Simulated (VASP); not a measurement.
From VASP inputs to Ansatz: BeTe (strained zincblende)

INCAR

```
NBANDS = 11
EDIFF = 1E-7
LWAVE = .FALSE.
PREC = Accurate
NSW = 0
NELM = 120
LCHARG = .FALSE.
ISIF = 2
LREAL = .FALSE.
LASPH = .TRUE.
ISMEAR = -1
IBRION = -1
GGA = PE
ENCUT = 520
SIGMA = 0.02
```

KPOINTS

```
KPOINTS created by Atomic Simulation Environment
0
Gamma
8 8 8
0 0 0
```

KPOINTS_OPT

```
special points
7
Reciprocal
0.0000000000 0.0000000000 0.0000000000 1
-0.5000000000 -0.5000000000 0.0000000000 1
-0.3750000000 -0.3750000000 0.2500000000 1
-0.3750000000 0.0000000000 0.3750000000 1
0.0000000000 0.0000000000 0.5000000000 1
-0.5000000000 -0.2500000000 0.2500000000 1
0.0000000000 0.5000000000 0.5000000000 1
```

POSCAR

```
Be Te
 1.0000000000000000
     0.0000000000000000    2.8003373892000001    2.8003373892000001
     2.8003373892000001    0.0000000000000000    2.8003373892000001
     2.8003373892000001    2.8003373892000001    0.0000000000000000
 Be  Te
   1   1
Cartesian
  0.0000000000000000  0.0000000000000000  0.0000000000000000
  1.4001686946000000  1.4001686946000000  1.4001686946000000
```

VASP ran with the recommended PBE PAW datasets (8 valence electrons in the cell).

Task: Write an Ansatz input for this cell and level of theory.

Result: 

```yaml
crystal:
  lattice:
    - [0.0, 2.8003373892, 2.8003373892]
    - [2.8003373892, 0.0, 2.8003373892]
    - [2.8003373892, 2.8003373892, 0.0]
  atoms:
    - { symbol: Be, position: [0.0, 0.0, 0.0] }
    - { symbol: Te, position: [0.25, 0.25, 0.25] }
kpoints:
  mp_grid: { grid: [8, 8, 8] }
  band_path:
    path:
      - [0.0, 0.0, 0.0]
      - [-0.5, -0.5, 0.0]
      - [-0.375, -0.375, 0.25]
      - [-0.375, 0.0, 0.375]
      - [0.0, 0.0, 0.5]
      - [-0.5, -0.25, 0.25]
      - [0.0, 0.5, 0.5]
    npoints: 1
hamiltonian:
  xc: pbe
scf:
  occupations: { method: fermi_dirac, width: 0.02 }
  n_extra_bands: 4
output:
  forces: true
  stress: true
  eigenvalues: true
```

Other inputs would serve too.

```tsv
	VASP	Ansatz
gap between bands v and c	1.93 eV	1.95 eV
least direct gap	3.60 eV	3.62 eV
pressure	2.2 GPa	2.0 GPa
```

The two codes use different PAW datasets and cutoffs. VASP's cell holds 8 valence electrons and Ansatz's 18. Ansatz's stress includes a Pulay correction; VASP's doesn't.
